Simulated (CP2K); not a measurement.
## TiO2 in CP2K: the effect of pseudo set

The system is TiO2.

```
CELL_PARAMETERS angstrom
4.59984 0.00000 0.00000
0.00000 4.59984 0.00000
0.00000 0.00000 2.95921
ATOMIC_POSITIONS crystal
Ti 0.00000 0.00000 0.50000
Ti 0.50000 0.50000 0.00000
O 0.30432 0.30432 0.50000
O 0.19568 0.80432 0.00000
O 0.80432 0.19568 0.00000
O 0.69568 0.69568 0.50000
```

The cell is a database's computed one.

Alike in all runs:

| Item | Value |
| --- | --- |
| Program | CP2K 2026.2 |
| Task | atomic charges |
| Functional | PBE |
| Density cutoff | 8163 eV |
| k mesh | 6 × 6 × 9 |
| Occupations | fermi-dirac, width 0.05 eV |
| Spin | no spin polarisation |

```csv
pseudo set,gap on the mesh (eV),pressure (GPa),largest force (eV/Å)
PBE,1.77,4.5,0.08
PADE,?,?,?
BLYP,1.77,4.3,0.09
SCAN,1.70,5.1,0.07
PBE0,1.78,4.2,0.01
```

What does the run with pseudo set PADE give?

gap on the mesh 1.75 eV; pressure 1.8 GPa; largest force 0.13 eV/Å.

Caveats: an odd mesh through Γ misses points on the zone boundary, where band edges often lie; the basis of atomic orbitals isn't converged, which shifts pressures, moduli and gaps; the potentials were made for another functional, which shifts forces and pressure (some runs).
